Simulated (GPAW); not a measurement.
Crystal: Bi.

```
CELL_PARAMETERS angstrom
3.23838 0.00000 0.00000
0.00000 3.22164 0.00000
-0.08045 0.00000 6.44389
ATOMIC_POSITIONS crystal
Bi 0.54425 0.00000 0.74958
Bi 0.45575 0.00000 0.25042
```

This isn't the form of Bi at room conditions, which is rhombohedral.

* Program: GPAW 26.7.0
* Task: single point
* Functional: PBE
* Potentials or basis: GPAW PAW data sets (gpaw-data 1.2.1)
* Cutoff: 600 eV
* Basis: pw
* k mesh: 8 × 8 × 4
* Occupations: fermi-dirac, width 0.05 eV
* Spin: no spin polarisation

On this cell: pressure 2.0 GPa; largest force 0.015 eV/Å; band gap on the k mesh none (metal or under the smearing width).

The same run follows on a disturbed copy (atoms moved at random, drawn with an rms of 0.05 Å):

```
Bi
1.0
     3.23838    0.00000    0.00000
     0.00000    3.22164    0.00000
    -0.08045    0.00000    6.44389
Bi
2
Direct
  0.55534 0.00070 0.75028
  0.45838 0.01271 0.24141
```

Q: What does the disturbed cell give?

A: The energy (extrapolated to zero smearing) moves by +0.3 meV/atom; pressure 2.1 GPa; largest force 0.061 eV/Å; band gap on the k mesh none (metal or under the smearing width).

Forces on the atoms (eV/Å):
```
Bi   0.003  0.000 -0.061
Bi  -0.003  0.000  0.061
```

Stress tensor (GPa, compression positive):
```
 1.96  0.00  0.03
 0.00  2.65 -0.01
 0.03 -0.01  1.62
```

Caveats: spin-orbit coupling is left out, which moves the levels of the heavy elements.
